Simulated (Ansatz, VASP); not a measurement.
# Two plane-wave programs on C

```
C
1.0
     3.44549    0.00000    0.00000
     0.00000    3.44549    0.00000
     0.00000    0.00000    4.17987
C
4
Cartesian
  0.6819 1.7227 0.0000
  2.7636 1.7227 0.0000
  1.7227 0.6819 0.0000
  1.7227 2.7636 0.0000
```

Alike in both runs: task relaxation of cell and atoms; functional PBE; k mesh 6 × 6 × 4; occupations gaussian, width 0.1 eV; no spin polarisation.

|  | VASP | Ansatz |
| --- | --- | --- |
| version | VASP 6.6.1 | Ansatz 0.2.0 |
| potentials or method | VASP PAW PBE potentials, release 64 (C) | scalar-relativistic, plane waves, PAW |
| plane-wave cutoff (eV) | 600 | 420 |
| valence electrons in the cell | 16 | 16 |

|  | VASP | Ansatz | Ansatz less VASP |
| --- | --- | --- | --- |
| gap on the k mesh at the Fermi level, each at its own relaxed structure (eV) | none | none | - |
| relaxed volume (Å³/atom) | 12.40 | 12.24 | -0.160 |
| relaxed cell length with the largest relative difference (Å) | 4.179 | 4.126 | -0.0533 |
| energy change over the relaxation (meV/atom) | -2 | -3 | -0.4 |

A gap of «none» marks a metal or a gap that the smearing closes.

Caveats: the k mesh is coarse (spacing up to 0.38 Å⁻¹), so the values aren't converged; this functional lacks dispersion, which binds the layers, so the pressure and a relaxed spacing across them are unreliable.
